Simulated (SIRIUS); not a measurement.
CsSnI3 under changes of volume

One of the cells (47.797 Å³/atom); the others are scaled copies at fixed shape and fractional positions:

```
CELL_PARAMETERS angstrom
6.20570 0.00000 0.00000
0.00000 6.20570 0.00000
0.00000 0.00000 6.20570
ATOMIC_POSITIONS crystal
Cs 0.00000 0.00000 0.00000
I 0.50000 0.50000 0.00000
I 0.50000 0.00000 0.50000
I 0.00000 0.50000 0.50000
Sn 0.50000 0.50000 0.50000
```

| Property | Result |
| --- | --- |
| Program | SIRIUS 7.12.0 |
| Functional | PBEsol |
| Potentials or basis | PseudoDojo 0.4.1 PBEsol standard (scalar relativistic) |
| Cutoff | 983 eV |
| Density cutoff | 3932 eV |
| k mesh | 5 × 5 × 5 |
| Occupations | fermi-dirac, width 0.05 eV |
| Spin | no spin polarisation |

```csv
volume (Å³/atom),energy over the lowest point (meV/atom),pressure (GPa),gap on the mesh (eV)
44.929,1.29,0.4,1.67
45.885,0.00,0.0,1.69
46.841,0.97,-0.3,1.71
47.797,?,?,?
48.753,8.74,-0.9,1.75
49.709,15.10,-1.2,1.76
50.665,22.88,-1.4,1.78
```

What does the run at 47.797 Å³/atom give?

Energy over the lowest point 3.96 meV/atom; pressure -0.7 GPa; gap on the mesh 1.73 eV.

Worked out: A Birch-Murnaghan fit of order 3 (a polynomial in V^(-2/3)) to the other rows has its minimum at 45.93 Å³/atom with B0 = V·E''(V) = 18.1 GPa and B' = 4.7. It gives 3.96 meV/atom at 47.797 Å³/atom, against the run's 3.96, and -dE/dV = -0.7 GPa, against -0.7. A straight line through the other rows of the gap, of slope 0.91 eV per unit of ln V (its deformation potential), gives 1.73 eV, against the run's 1.73.

Energies are extrapolated to zero smearing.

Caveats: spin-orbit coupling is left out, which moves the levels of the heavy elements; an odd mesh through Γ misses points on the zone boundary, where band edges often lie; the cell was measured hot, at 500 K.
